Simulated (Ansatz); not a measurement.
Runs of Ansatz 0.2.0 on HfO2. Symmetry: Fm-3m, No. 225, cubic system. The conventional cell has a = 5.115 Å, b = 5.115 Å, c = 5.115 Å, α = 90.00°, β = 90.00°, γ = 90.00°. Hf (site symmetry m-3m) has 8 O at 2.21 Å as nearest neighbours. Around O (site symmetry -43m) lie 4 Hf at 2.21 Å. Measurements of this composition are mostly on another form, of space group No. 14.

```csv
screening (1/Å),gap on the mesh (eV),pressure (GPa)
0.6,4.85,-7.4
0.2,5.71,(a)
0.3,5.43,-8.5
0.4,5.20,-8.2
0.15,(b),-8.9
```

Alike in all rows: task single point; level HSE06 form with a typed share of exact exchange; potentials or basis Ansatz PAW; no spin polarisation; cell as given; k mesh 5 × 5 × 5; cutoff (eV) 420; smearing fermi-dirac 0.05 eV; the mesh is coarse, so values aren't converged.

Q: Estimate the missing entries.

A: (a) -8.8; (b) 5.88.

Caveats: all runs use coarse meshes; odd divisions of the mesh miss points on the zone boundary, where band edges often lie, so the gap on the mesh can be too wide; spin-orbit coupling is left out, which moves the levels of the heavy elements; the PAW data sets come from PBE, with cores solved anew for the run's functional, which leaves a small shift of forces and pressure; the thresholds are loose for stress.

A k mesh can miss the band edges, and the runs leave out spin-orbit coupling on Hf.
